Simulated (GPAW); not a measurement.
Crystal: SnTe.

```xyz
2
Lattice="3.9047 0.0000 0.0000 0.0000 3.9047 0.0000 0.0000 0.0000 3.9047" Properties=species:S:1:pos:R:3 pbc="T T T"
Te    1.9524    1.9524    1.9524
Sn    0.0000    0.0000    0.0000
```

Measurements of this composition are mostly on another form, of space group No. 225.

* Program: GPAW 26.7.0
* Task: single point
* Functional: PBE
* Potentials or basis: GPAW PAW data sets (gpaw-data 1.2.1)
* Cutoff: 600 eV
* Basis: pw
* k mesh: 7 × 7 × 7
* Occupations: fermi-dirac, width 0.05 eV
* Spin: no spin polarisation

On this cell: pressure -1.3 GPa; largest force zero by symmetry; band gap on the k mesh none (metal or under the smearing width).

The same run follows on a disturbed copy (atoms moved at random, drawn with an rms of 0.05 Å):

```
Te Sn
1.0
     3.90470    0.00000    0.00000
     0.00000    3.90470    0.00000
     0.00000    0.00000    3.90470
Te Sn
1 1
Cartesian
  1.9020 1.9588 1.9385
  0.0479 0.0293 0.0359
```

Question: What does the disturbed cell give?

Answer: The energy (extrapolated to zero smearing) moves by -1.8 meV/atom; pressure -1.1 GPa; largest force 0.060 eV/Å; band gap on the k mesh none (metal or under the smearing width).

Forces in eV/Å, atoms in the order of the input:
```
Te  -0.054 -0.011 -0.024
Sn   0.054  0.011  0.024
```

Stress tensor (GPa, compression positive):
```
-1.15  0.03  0.07
 0.03 -1.12  0.02
 0.07  0.02 -1.13
```

The energy falls, though the first cell shows no forces: that form is unstable against this distortion, unless noise or another electronic state is at work.
